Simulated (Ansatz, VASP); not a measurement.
Given: the input of a run of VASP 6.6.1 on SnO2 (Cassiterite).

INCAR

```
  ALGO = Normal
  EDIFF = 1E-7
  ENCUT = 520
  GGA = RE
  ISIF = 2
  ISMEAR = -1
  IVDW = 12
  LASPH = T
  LCHARG = F
  LREAL = F
  LWAVE = F
  NBANDS = 35
  NELM = 60
  PREC = Accurate
  SIGMA = 0.05
```

Contents of KPOINTS:

```
k-points
0
Gamma
  6 6 8
```

Contents of POSCAR:

```
SnO2
1.0
    4.6739651233      0.0000000000      0.0000000000
    0.0000000000      4.6739651233      0.0000000000
    0.0000000000      0.0000000000      3.1434339099
Sn O
2 4
Direct
    0.5000000000      0.5000000000      0.5000000000
    0.0000000000      0.0000000000      0.0000000000
    0.8071000000      0.1929000000      0.5000000000
    0.6929000000      0.6929000000      0.0000000000
    0.1929000000      0.8071000000      0.5000000000
    0.3071000000      0.3071000000      0.0000000000
```

Potentials or basis: VASP PAW PBE potentials, release 64 (Sn_d, O).

The run is started by

```console
$ cat potpaw_PBE.64/Sn_d/POTCAR potpaw_PBE.64/O/POTCAR > POTCAR
$ mpirun -np 1 vasp_std > vasp.out
```

Problem. Set up the same calculation for Ansatz 0.2.0. Potentials there: Ansatz PAW.

Solution. As run (the cutoff follows the program's own potentials):

Contents of input.yaml:

```yaml
crystal:
  lattice:
    - [4.6739651233, 0.0, 0.0]
    - [0.0, 4.6739651233, 0.0]
    - [0.0, 0.0, 3.1434339099]
  atoms:
    - { symbol: Sn, position: [0.5, 0.5, 0.5] }
    - { symbol: Sn, position: [0.0, 0.0, 0.0] }
    - { symbol: O, position: [0.8071, 0.1929, 0.5] }
    - { symbol: O, position: [0.6929, 0.6929, 0.0] }
    - { symbol: O, position: [0.1929, 0.8071, 0.5] }
    - { symbol: O, position: [0.3071, 0.3071, 0.0] }
hamiltonian:
  xc: revpbe
  pseudopotentials: { kind: paw }
  dispersion: d3bj
kpoints:
  mp_grid: { grid: [6, 6, 8] }
scf:
  occupations: { method: fermi_dirac, width: 0.05 }
output:
  forces: true
  stress: true
  eigenvalues: true
```

Potentials or basis: Ansatz PAW.

Command:

```bash
$ ansatz run input.yaml --threads 2 --pin off --max-ram 5120MiB --backend cpu --events-out ev --progress --plain --runs-dir out
```

Both were run:

|  | VASP | Ansatz | Ansatz less VASP |
| --- | --- | --- | --- |
| gap on the k mesh at the Fermi level (eV) | 1.83 | 1.84 | +0.009 |
| least direct gap on the mesh (eV) | 1.83 | 1.84 | +0.009 |
| pressure (GPa) | 18.9 | 18.2 | -0.77 |
| largest component of the traceless stress (GPa) | 4.47 | 4.23 | -0.245 |
| rms of the force components (eV/Å) | 0.244 | 0.234 | -0.0102 |
| dispersion energy (meV/atom) | -450.9 | -450.9 | -0.05 |

Atom by atom the forces differ by 0.010 eV/Å (rms over components).

Caveats: spin-orbit coupling is left out, which moves the levels of the heavy elements; so large a pressure means that the cell lies far from this level's equilibrium, or that cutoff or potentials fall short (VASP); the potentials were made for another functional, which shifts forces and pressure (VASP); the pressure holds a Pulay correction of +0.8 GPa for the finite cutoff (Ansatz); the PAW data sets come from PBE, with cores solved anew for the run's functional, which leaves a small shift of forces and pressure (Ansatz). revPBE gaps usually lie below the measured ones, often by a third to a half.
